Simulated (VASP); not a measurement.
Wanted: the native input for a VASP 6.6.1 run.

* Task: relaxation of cell and atoms
* Functional: r2SCAN
* Potentials or basis: VASP PAW PBE potentials, release 64 (Be, Se)
* Cutoff: 600 eV
* k mesh: 9 × 9 × 9
* Occupations: fermi-dirac, width 0.1 eV
* Spin: no spin polarisation
* Target pressure: 5 GPa
* Dipole correction: no
* Further INCAR settings: ALGO = Normal; EDIFF = 1e-06; IBRION = 2; EDIFFG = -0.03; NSW = 80; ISIF = 3
* Target pressure: 5 GPa

Crystal: BeSe.

```
CELL_PARAMETERS angstrom
0.00000 2.56193 2.56193
2.56193 0.00000 2.56193
2.56193 2.56193 0.00000
ATOMIC_POSITIONS crystal
Be 0.00000 0.00000 0.00000
Se 0.25000 0.25000 0.25000
```

The cell was built by a generator and needn't be a form met in nature.

The input as run:

POSCAR

```
BeSe
1.0
    0.0000000000      2.5619260000      2.5619260000
    2.5619260000      0.0000000000      2.5619260000
    2.5619260000      2.5619260000      0.0000000000
Be Se
1 1
Direct
    0.0000000000      0.0000000000      0.0000000000
    0.2500000000      0.2500000000      0.2500000000
```

INCAR.step1

```
SYSTEM = BeSe
PREC     = Accurate       ! precision mode
ENCUT    = 600            ! plane-wave cutoff, eV
ISMEAR   = -1             ! smearing method
SIGMA    = 0.1            ! smearing width, eV
LREAL    = .False.        ! projectors in reciprocal space
LASPH    = .True.         ! aspherical terms in the spheres
NELM     = 100            ! most SCF steps
GGA      = PE             ! functional
ALGO     = Normal         ! electronic algorithm
EDIFF    = 1E-4           ! SCF threshold, eV
LWAVE    = .True.         ! write WAVECAR
LCHARG   = .False.        ! write CHGCAR
```

INCAR.step2

```
SYSTEM = BeSe
PREC     = Accurate       ! precision mode
ENCUT    = 600            ! plane-wave cutoff, eV
EDIFF    = 1E-6           ! SCF threshold, eV
ISMEAR   = -1             ! smearing method
SIGMA    = 0.1            ! smearing width, eV
LREAL    = .False.        ! projectors in reciprocal space
LASPH    = .True.         ! aspherical terms in the spheres
NELM     = 100            ! most SCF steps
ALGO     = Normal         ! electronic algorithm
ISIF     = 3              ! what is computed and relaxed
LWAVE    = .False.        ! write WAVECAR
LCHARG   = .False.        ! write CHGCAR
METAGGA  = R2SCAN         ! meta-GGA
LMIXTAU  = .True.       
IBRION   = 2              ! ionic algorithm
NSW      = 80             ! ionic steps
EDIFFG   = -0.03          ! ionic threshold
PSTRESS  = 50.0         
ISTART   = 1
```

KPOINTS

```
Automatic mesh
0
Gamma
  9 9 9
  0 0 0
```

Potentials or basis: VASP PAW PBE potentials, release 64 (Be, Se).

Command:

```console
$ cat potpaw_PBE.64/Be/POTCAR potpaw_PBE.64/Se/POTCAR > POTCAR
$ cp INCAR.step1 INCAR
$ mpirun -np 1 vasp_std > vasp.out
$ cp INCAR.step2 INCAR
$ mpirun -np 1 vasp_std > vasp.out
```

It gave:

The relaxed volume is 16.31 Å³/atom, the relaxed cell is a = 3.586 Å, b = 3.586 Å, c = 3.586 Å, α = 60.00°, β = 60.00°, γ = 60.00° and the space group after relaxing (to 0.05 Å) is F-43m (No. 216). The energy change on relaxing (the enthalpy is what falls) is +11.3 meV/atom. The ionic steps are 3 and the pressure after relaxing is 5.0 GPa. The band gap on the k mesh is 3.09 eV, indirect (least direct gap 5.47 eV).

Caveat: the cell is relaxed towards a set pressure, so the enthalpy falls and the energy may rise; the PAW data sets were made with another functional, which shifts forces and pressure a little; an odd mesh through Γ misses points on the zone boundary, where band edges often lie.

Run time: 97 s on 1 thread of Intel(R) Xeon(R) Platinum 8375C CPU @ 2.90GHz (Ice Lake) (shared host), peak memory 0.18 GiB.
